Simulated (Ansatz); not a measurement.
The system is Si.

```
Si
1.0
     3.83132    0.00000    0.00000
    -1.91566    3.31802    0.00000
     0.00000    0.00000    6.33262
Si
4
Direct
  0.66667 0.33333 0.93699
  0.33333 0.66667 0.43699
  0.66667 0.33333 0.56301
  0.33333 0.66667 0.06301
```

This isn't the form of Si at room conditions, which is diamond.

- Program: Ansatz 0.2.0
- Task: single point
- Functional: PBEsol
- Potentials or basis: all-electron LAPW, scalar-relativistic
- Cutoff: 220 eV (chosen from the basis error)
- Basis error allowed: 0.001 eV/atom
- k mesh: 8 × 8 × 4
- Occupations: fermi-dirac, width 0.05 eV
- Spin: no spin polarisation

On this cell: pressure -0.5 GPa; largest force 0.010 eV/Å; band gap on the k mesh 0.31 eV, indirect (least direct gap 0.95 eV).

The same run follows on a disturbed copy (atoms moved at random, drawn with an rms of 0.05 Å):

```
Si
1.0
     3.83132    0.00000    0.00000
    -1.91566    3.31802    0.00000
     0.00000    0.00000    6.33262
Si
4
Direct
  0.66241 0.33371 0.94032
  0.33469 0.65868 0.43431
  0.67437 0.34542 0.56219
  0.31425 0.64739 0.05883
```

What changes?

The energy moves by +16.9 meV/atom; pressure -0.3 GPa; largest force 0.968 eV/Å; band gap on the k mesh none (metal or under the smearing width).

Forces in eV/Å, atoms in the order of the input:
```
Si  -0.277 -0.762 -0.527
Si  -0.228  0.711  0.005
Si   0.186 -0.750  0.127
Si   0.319  0.801  0.395
```

Stress tensor (GPa, compression positive):
```
 2.37  0.12  0.52
 0.12 -2.00  0.02
 0.52  0.02 -1.21
```
